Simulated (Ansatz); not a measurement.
The system is Na.

```
Na
1.0
     3.76700    0.00000    0.00000
    -1.88350    3.26232    0.00000
     0.00000    0.00000    6.15400
Na
2
Direct
  0.66667 0.33333 0.75000
  0.33333 0.66667 0.25000
```

This isn't the form of Na at room conditions, which is bcc.

```yaml
Program: Ansatz 0.2.0
Task: relaxation of cell and atoms
Functional: LDA
Dispersion: D4
Potentials_or_basis: all-electron LAPW, scalar-relativistic
Basis_error_allowed: 0.001 eV/atom
k_mesh: 8 × 8 × 5
Occupations: methfessel-paxton, width 0.2 eV
Spin: no spin polarisation
```

At the start: volume 37.81 Å³/atom.

Q: How do energy, volume and symmetry change on relaxing?

A: Over 5 steps the energy falls by 16.1 meV/atom and the volume is 33.11 Å³/atom (-12.4 %); space group P6_3/mmc (No. 194, to 0.05 Å).

Step by step:
| step | energy change (eV) | largest force (eV/Å) | volume (Å³) |
| --- | --- | --- | --- |
| 1 | 0.0000 | 0.0000 | 75.63 |
| 2 | -0.0108 | 0.0000 | 73.71 |
| 3 | -0.0320 | 0.0000 | 65.64 |
| 4 | -0.0322 | 0.0000 | 66.22 |
| 5 | -0.0321 | 0.0000 | 66.22 |

Final structure:
```
Na
1.0
     3.62927    0.00000    0.00000
    -1.81463    3.14304    0.00000
     0.00000    0.00000    5.80555
Na
2
Direct
  0.66667 0.33333 0.75000
  0.33333 0.66667 0.25000
```

Caveat: the volume moved by -12 % from the deposited cell, more than functionals usually miss; the dispersion damping was fitted for another functional or another form of the correction.
